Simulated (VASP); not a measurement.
**BaTiO3 in VASP 6.6.1, single-point calculation**

INCAR

```
ISMEAR = -1
EDIFF = 1E-7
GGA = PE
NELM = 66
IBRION = -1
LCHARG = .FALSE.
LDAUU = 4 4 4 4
LDAU = .TRUE.
LDAUTYPE = 2
LWAVE = .FALSE.
SIGMA = 0.02
LASPH = .TRUE.
PREC = Accurate
LREAL = .FALSE.
NBANDS = 28
ISIF = 2
LDAUL = 2 2 2 2
ENCUT = 520
NSW = 0
```

KPOINTS

```
KPOINTS created by Atomic Simulation Environment
0
Gamma
6 6 6
0 0 0
```

POSCAR

```
Ba Ti O
 1.0000000000000000
     3.8343326595999998    0.0000000000000000    0.0000000000000000
     0.0000000000000000    3.8343326595999998    0.0000000000000000
     0.0000000000000000    0.0000000000000000    3.8343326595999998
 Ba  Ti  O
   1   1   3
Cartesian
  0.0000000000000000  0.0000000000000000  0.0000000000000000
  1.9171663297999999  1.9171663297999999  1.9171663297999999
  1.9171663297999999  1.9171663297999999  0.0000000000000000
  1.9171663297999999  0.0000000000000000  1.9171663297999999
  0.0000000000000000  1.9171663297999999  1.9171663297999999
```

The recommended PBE PAW datasets give the neutral cell 40 valence electrons.

Command

```
mpirun -np 1 vasp_std
```

OSZICAR

```
N       E                     dE             d eps       ncg     rms          rms(c)
DAV:   1     0.443929379554E+03    0.44393E+03   -0.21244E+04  1120   0.159E+03
DAV:   2    -0.546089490332E+01   -0.44939E+03   -0.43054E+03  1284   0.436E+02
DAV:   3    -0.452787573798E+02   -0.39818E+02   -0.39535E+02  1572   0.131E+02
DAV:   4    -0.471524149849E+02   -0.18737E+01   -0.18695E+01  1640   0.239E+01
DAV:   5    -0.471977950594E+02   -0.45380E-01   -0.45366E-01  1492   0.309E+00    0.261E+01
DAV:   6    -0.351153641916E+02    0.12082E+02   -0.51541E+01  1516   0.740E+01    0.913E+00
DAV:   7    -0.354557130554E+02   -0.34035E+00   -0.59422E+00  1384   0.151E+01    0.673E+00
DAV:   8    -0.354510913397E+02    0.46217E-02   -0.81690E-01  1340   0.750E+00    0.136E+00
DAV:   9    -0.354539757290E+02   -0.28844E-02   -0.81295E-02  1448   0.248E+00    0.827E-01
DAV:  10    -0.354514984048E+02    0.24773E-02   -0.69825E-02  1392   0.207E+00    0.357E-01
DAV:  11    -0.354500932772E+02    0.14051E-02   -0.72156E-03  1520   0.624E-01    0.764E-02
DAV:  12    -0.354501150949E+02   -0.21818E-04   -0.68839E-04  1340   0.287E-01    0.558E-02
DAV:  13    -0.354500912435E+02    0.23851E-04   -0.20342E-04  1508   0.118E-01    0.178E-02
DAV:  14    -0.354500998708E+02   -0.86273E-05   -0.11333E-04  1340   0.128E-01    0.346E-02
DAV:  15    -0.354500882118E+02    0.11659E-04   -0.29272E-05  1284   0.676E-02    0.380E-03
DAV:  16    -0.354500882113E+02    0.45293E-09   -0.10184E-06  1492   0.701E-03    0.157E-03
DAV:  17    -0.354500881954E+02    0.15928E-07   -0.59544E-08   768   0.179E-03
   1 F= -.35450088E+02 E0= -.35450088E+02  d E =-.405583E-12
```

It converged. Results: gap between bands v and c on the k mesh 2.57 eV; least direct gap on the k mesh 2.61 eV; pressure 44.0 GPa. Band v is the last that the valence electrons fill when counted band by band, and c is the next.

What is wrong with this input?

Wrong count of Hubbard values. On sound settings PBE gives a gap of 1.98 eV on its mesh and a pressure of 34.5 GPa for the intended cell. This run's energy (σ→0) differs from it by 732 meV an atom.
